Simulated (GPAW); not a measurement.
**Ti: optical spectrum with PBE**

Crystal: Ti.

```
CELL_PARAMETERS angstrom
2.91013 0.00000 0.00000
-1.45507 2.52025 0.00000
0.00000 0.00000 4.61675
ATOMIC_POSITIONS crystal
Ti 0.66667 0.33333 0.75000
Ti 0.33333 0.66667 0.25000
```

```yaml
Program: GPAW 26.7.0
Task: optical spectrum
Functional: PBE
Potentials_or_basis: GPAW PAW data sets (gpaw-data 1.2.1)
Cutoff: 400 eV
Basis: pw
k_mesh: 8 × 8 × 5
Occupations: fermi-dirac, width 0.05 eV
Spin: no spin polarisation
Eta: 0.1 eV
Response_ecut: 50 eV
Scissors: 0 eV
Kernel: RPA
Maxiter: 150
Response_k_mesh: 20 × 20 × 11
Domega0: 0.05 eV
Omega2: 10 eV
Response_bands: 32
Directions: "[\"x\", \"z\"]"
Intraband: yes
```

```
Band gap on the k mesh : none (metal or under the smearing width)
```

Dielectric function (mean over the directions given):
| energy (eV) | real part | imaginary part |
| --- | --- | --- |
| 0.25 | -67.87 | 149.71 |
| 0.88 | 8.03 | 41.94 |
| 1.54 | 3.29 | 35.91 |
| 2.18 | -3.87 | 23.77 |
| 2.79 | -3.58 | 15.78 |
| 3.43 | -3.17 | 15.03 |
| 4.16 | -6.92 | 13.07 |
| 4.79 | -7.52 | 5.43 |
| 5.38 | -4.43 | 3.09 |
| 6.07 | -1.35 | 2.66 |
| 6.63 | -1.33 | 5.40 |
| 7.29 | -3.17 | 2.83 |
| 8.07 | -2.11 | 1.54 |
| 8.71 | -0.89 | 0.99 |
| 9.27 | 0.32 | 1.36 |
| 9.96 | -0.19 | 2.26 |
| 10.57 | -0.49 | 2.40 |
| 11.20 | -0.64 | 2.17 |
| 11.96 | -1.00 | 1.63 |
| 12.53 | -0.87 | 1.17 |
| 13.24 | -0.57 | 1.05 |
| 13.85 | -0.43 | 0.82 |
| 14.48 | -0.33 | 0.78 |
| 15.13 | -0.23 | 0.67 |
| 15.94 | -0.12 | 0.57 |
| 16.64 | -0.10 | 0.48 |
| 17.36 | 0.05 | 0.38 |
| 18.12 | 0.15 | 0.31 |
| 18.90 | 0.22 | 0.27 |
| 19.87 | 0.33 | 0.22 |

It took 3.1 min on 1 thread of Arm Neoverse V1 (shared host), peak memory 0.46 GiB.

Caveat: the intraband term hangs on this k mesh; the long-wavelength limit can be off by several per cent where d states take part; independent-particle spectra lack excitons.
